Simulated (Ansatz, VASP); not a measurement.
## CuO: programs and potentials compared

```
Cu O
1.0
     2.83633    0.00000    0.00000
    -1.41816    2.45633    0.00000
     0.00000    0.00000    2.76811
Cu O
1 1
Cartesian
  0.0000 0.0000 0.0000
  1.4182 0.8188 1.3841
```

Measurements of this composition are mostly on another form, of space group No. 15.

Alike in all runs: task band structure; functional PBE; k mesh 11 × 11 × 10; occupations fermi-dirac, width 0.05 eV; no spin polarisation; no spin-orbit coupling. Pressure is positive in compression and, in plane waves, holds the error of the finite cutoff, which Ansatz's Pulay term estimates and takes out.

```
                 program and potentials  plane-wave cutoff (eV)                                                                        notes  pressure (GPa)
                     Ansatz, Ansatz PAW                     420  12.5 valence electrons an atom on average; Pulay term of +0.74 GPa included           -0.50
    VASP, PBE PAW files Cu, O_s, 400 eV                     400                                     8.5 valence electrons an atom on average           -0.82
Ansatz, PseudoDojo standard (PBE files)                    1252  12.5 valence electrons an atom on average; Pulay term of +0.03 GPa included           -0.79
```

The pressure spans -0.82 (VASP, PBE PAW files Cu, O_s, 400 eV) to -0.50 GPa (Ansatz, Ansatz PAW).

Differences between rows come from potentials, basis sets and numerical settings, since the functional is the same but for its coding. Runs on potential files found faulty are left out.
